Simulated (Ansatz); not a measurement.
# Li₂O: a fit and a missing row

Li₂O, Fm-3m, a = 4.573 Å. Ansatz: r2SCAN, PAW, 500 eV, Γ-centred 8×8×8 mesh on 3 atoms, Gaussian smearing 0.02 eV; no spin polarisation. Symmetry fixes shape and atoms, so the cell is only scaled; pressure is positive in compression.

| V (Å³/atom) | P (GPa) |
| --- | --- |
| 7.012 | 14.30 |
| 7.251 | 9.88 |
| 7.490 | 6.09 |
| 7.729 | 2.82 |
| 7.968 | 0.01 |
| 8.207 | -2.42 |
| 8.446 | -4.53 |
| 8.765 | ? |

Problem. Take V0 = 7.968 Å³/atom, count pressures from its P0 = 0.01 GPa, fit the third-order Birch–Murnaghan form to the other rows, and predict the missing pressure.

Solution. With the Eulerian strain f = ½[(V0/V)^(2/3) − 1] and y = (P − P0)/[3f(1 + 2f)^(5/2)], the form is the line y = B0 + 1.5 B0 (B0′ − 4) f. Rows (f, y): 0.04447, 86.6; 0.03244, 86.7; 0.02105, 86.8; 0.01026, 86.8; -0.00975, 87.3; -0.01905, 87.5. Means f = 0.01324, y = 86.950; Σ(Δf)² = 0.002985, ΣΔfΔy = -0.04226; the slope is their ratio. y = 87.14 − 14.16 f GPa, so B0 = 87.1 GPa and B0′ = 4 + 2 × (-14.16)/(3 × 87.14) = 3.89. At V = 8.765, f = -0.03079, y = 87.58 and P = -6.89 GPa. The run gave -6.89 GPa, the same to the digits shown. The form still works here, 22 % of the fitted range beyond its end.

Cost: 8 runs of about 0.63 core-minutes in all, on Intel Xeon Processor @ 2.50GHz (Skylake/Cascade Lake) (shared hosts).